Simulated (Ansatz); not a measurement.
A set of 6 rocksalt compounds, relaxed and computed with r2SCAN in Ansatz 0.2.0: least direct gap and electronic dielectric constant; one is withheld. No spin polarisation and no zero-point or thermal motion.

```tsv
solid	a (Å)	direct gap (eV)	ε∞	ln E	ln ε∞
RbBr	6.922	4.89	2.41	1.587	0.880
RbCl	6.612	5.56	2.24	1.716	0.806
KCl	6.290	5.83	2.25	1.763	0.811
NaCl	5.605	5.98	2.41	1.788	0.880
KF	5.318	6.91	1.94	1.933	0.663
```

Question: Moss's rule says that n⁴E_g, that is ε∞²E_g, is constant. Test it on these rows.

Answer: RbBr 2.41² × 4.89 = 28; RbCl 2.24² × 5.56 = 28; KCl 2.25² × 5.83 = 30; NaCl 2.41² × 5.98 = 35; KF 1.94² × 6.91 = 26 eV. The largest is 1.35 times the smallest, so for these computed values the rule holds roughly. Semilocal gaps are too small, so these products can't be set against Moss's 95 eV.

Question: Fit ln ε∞ = a ln E + b instead, E being the direct gap.

Answer: With x = ln E and y = ln ε∞: n = 5, Σx = 8.787, Σy = 4.040, Σx² = 15.505, Σxy = 7.064; a = -0.566 ± 0.246, b = 1.803. Moss's −0.5 lies within twice the error.

Question: KBr has a direct gap of 5.07 eV. Predict its ε∞.

Answer: exp(-0.566 × 1.623 + 1.803) = 2.42; the run gives 2.45. The miss, +1 %, is within the scatter of the fitted rows (largest residual 9 %).

Spin-orbit coupling is left out.
